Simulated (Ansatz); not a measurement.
FeSi:

```
Fe Si
1.0
     4.55070    0.00000    0.00000
     0.00000    4.55070    0.00000
     0.00000    0.00000    4.55070
Fe Si
4 4
Cartesian
  3.9294 2.8966 1.6541
  2.8966 1.6541 3.9294
  1.6541 3.9294 2.8966
  0.6213 0.6213 0.6213
  0.7172 1.5582 2.9925
  1.5582 2.9925 0.7172
  2.9925 0.7172 1.5582
  3.8335 3.8335 3.8335
```

- Program: Ansatz 0.2.0
- Task: single point
- Functional: PBEsol
- Potentials or basis: Ansatz PAW
- Cutoff: 420 eV (not typed: the program's choice for these potentials)
- k mesh: 6 × 6 × 6
- Occupations: fermi-dirac, width 0.05 eV
- Spin: collinear spin, ferromagnetic start
- Starting moments: [3.0, 3.0, 3.0, 3.0, 0.0, 0.0, 0.0, 0.0] μB

On this cell: pressure -16.8 GPa; largest force 0.081 eV/Å; net moment 3.59 μB per cell; site moments Fe +0.98; Si -0.05 μB; band gap on the k mesh none (metal or under the smearing width).

The same run follows on a disturbed copy (atoms moved at random, drawn with an rms of 0.05 Å):

```xyz
8
Lattice="4.5507 0.0000 0.0000 0.0000 4.5507 0.0000 0.0000 0.0000 4.5507" Properties=species:S:1:pos:R:3 pbc="T T T"
Fe    3.9440    2.9214    1.6553
Fe    2.9074    1.6061    3.8793
Fe    1.6505    3.8748    2.8794
Fe    0.6413    0.6099    0.6002
Si    0.7320    1.5051    3.0288
Si    1.5508    3.0078    0.7591
Si    2.9684    0.6843    1.4937
Si    3.8609    3.8289    3.8351
```

**Question.** What does the disturbed cell give?

**Answer.** The energy (extrapolated to zero smearing) moves by +15.5 meV/atom; pressure -16.8 GPa; largest force 1.025 eV/Å; net moment 3.40 μB per cell; site moments Fe +1.00, +0.96, +0.78; Si -0.04, -0.05 μB; band gap on the k mesh none (metal or under the smearing width).

Forces on the atoms (eV/Å):
```
Fe  -0.164 -0.645  0.049
Fe  -0.063  0.544  0.393
Fe   0.354  0.371  0.332
Fe  -0.216 -0.015  0.377
Si  -0.317  0.352 -0.611
Si   0.384 -0.589 -0.746
Si   0.228  0.193  0.335
Si  -0.206 -0.211 -0.128
```

Stress tensor (GPa, compression positive):
```
-16.81   0.09   0.24
  0.09 -17.67   0.17
  0.24   0.17 -15.87
```

Caveats: the PAW data sets come from PBE, with cores solved anew for the run's functional, which leaves a small shift of forces and pressure; so large a pressure means that the cell lies far from this level's equilibrium, or that cutoff or potentials fall short (some runs).
